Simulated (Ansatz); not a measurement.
# Bismuth, fcc under PBE: structure, energy and stiffness

Aim: take bismuth in the fcc structure, relax it, solve it on a dense k-mesh, switch on spin-orbit coupling, then scale the cell to 7 volumes from 88 to 112 % of the relaxed one and try a fit of the equation of state. The k-meshes are 11×11×11 for the relaxation; 18×18×18 for the dense run; 11×11×11 for spin-orbit coupling; 12×12×12 for the volumes.

Computed with Ansatz 0.2.0 (DFT PBE, plane waves (420 eV) with PAW, scalar-relativistic, unless a step says otherwise).

## 1. The structure to begin with

It takes space group Fm-3m (No. 225, cubic). The conventional cell has a = 5.032 Å, b = 5.032 Å, c = 5.032 Å, α = 90.00°, β = 90.00°, γ = 90.00°. Bi (site symmetry m-3m) has 12 Bi at 3.56 Å as nearest neighbours.

Structure file:

```xyz
1
Lattice="0.0000 2.5159 2.5159 2.5159 0.0000 2.5159 2.5159 2.5159 0.0000" Properties=species:S:1:pos:R:3 pbc="T T T"
Bi    0.0000    0.0000    0.0000
```

## 2. Relaxation of the cell

input.yaml

```yaml
crystal:
  lattice:
    - [0.0, 2.5158775227, 2.5158775227]
    - [2.5158775227, 0.0, 2.5158775227]
    - [2.5158775227, 2.5158775227, 0.0]
  atoms:
    - { symbol: Bi, position: [0.0, 0.0, 0.0] }
hamiltonian:
  xc: pbe
  pseudopotentials:
    kind: paw
    azcp:
      Bi: "pseudopotentials/Bi.paw.azcp"
basis:
  ecutwfc: 420
  fft_grid_basis: typed
kpoints:
  mp_grid: { grid: [11, 11, 11], shift: [0, 0, 0] }
magnetization:
  spin_polarized: false
scf:
  occupations: { method: fermi_dirac, width: 0.1 }
relax:
  max_steps: 60
  f_tol: 0.01
  cell: {}
output:
  write_density: true
  write_potential: true
  elf: true
  volumetric_format: npy
```

Command:

```console
ansatz run input.yaml --threads 1 --pin off --max-ram 3584MiB --backend cpu --events-out ev --progress --plain --runs-dir out
```

After this run come: Dense single point; With spin-orbit coupling; At 88 % of the relaxed volume; At 92 % of the relaxed volume; At 96 % of the relaxed volume; At 100 % of the relaxed volume; At 104 % of the relaxed volume; At 108 % of the relaxed volume; At 112 % of the relaxed volume.

What does the calculation give? Wanted: space group; conventional cell; volume; shortest distance; gap on the mesh; relative to A7 rhombohedral; V₀, B₀, B₀′.

The runs gave:

| quantity | value |
| --- | --- |
| space group (spins left aside) | Fm-3m (No. 225) |
| conventional cell | a = 5.032 Å |
| volume | 31.849 Å³/atom |
| shortest distance | 3.558 Å |
| gap on the mesh | none (levels filled in part) |
| relative to A7 rhombohedral | +185 meV/atom |
| V₀, B₀, B₀′ | 31.673 Å³/atom, 52 GPa, 4.9 |

What this shows: From the guessed start the volume shrank by 0.0 % in 2 steps. It lies 185 meV/atom above the element's reference form at the same level (A7 rhombohedral, from a run of its own), so it is far from stable. Levels at the Fermi energy are filled in part, as in a metal. Totals with and without spin-orbit coupling (-41.9 eV/atom apart) can't be read as binding, since the two-component data shift the zero of energy. B₀ comes out at 52 GPa. Relaxation kept the symmetry; phonons were not checked.
